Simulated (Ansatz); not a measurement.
# KCl: the cost of one run

Computed with Ansatz 0.2.0 (DFT r²SCAN, frozen-core PAW, scalar-relativistic unless said, unless a step's input says otherwise).

**1. Starting point**

The structure is cubic, space group Fm-3m (No. 225). The conventional cell has a = 6.293 Å, b = 6.293 Å, c = 6.293 Å, α = 90.00°, β = 90.00°, γ = 90.00°. K (site symmetry m-3m) is surrounded by 6 Cl at 3.15 Å. Cl (site symmetry m-3m) is surrounded by 6 K at 3.15 Å.

Coordinates:

```xyz
2
Lattice="3.1465 3.1465 0.0000 -3.1465 3.1465 0.0000 0.0000 3.1465 3.1465" Properties=species:S:1:pos:R:3 pbc="T T T"
K     0.0000    0.0000    0.0000
Cl    0.0000    3.1465    0.0000
```

Cartesian axes are those of the input's lattice vectors. The structure goes back to a database entry.

**2. Cell and atoms relaxed, PAW**

File input.yaml:

```yaml
crystal:
  lattice:
    - [3.14647, 3.14647, 0.0]
    - [-3.14647, 3.14647, 0.0]
    - [0.0, 3.14647, 3.14647]
  atoms:
    - { symbol: K, position: [0.0, 0.0, 0.0] }
    - { symbol: Cl, position: [0.5, 0.5, 0.0] }
kpoints:
  mp_grid: { grid: [10, 10, 10] }
scf:
  occupations: { method: fermi_dirac, width: 0.08 }
hamiltonian:
  xc: r2scan
  pseudopotentials: { kind: paw }
relax:
  f_tol: 0.002
  max_steps: 80
  cell: {}
output:
  forces: true
  stress: true
```

Run with:

```bash
> ansatz run input.yaml --threads 1 --pin off --max-ram 3072MiB --backend cpu --events-out ev --progress --plain --runs-dir out
```

Q: Estimate wall time and peak memory on 1 thread of Intel Xeon Platinum 8488C (Sapphire Rapids), shared host.

About 6.3 s, with a peak of 0.6 GiB.
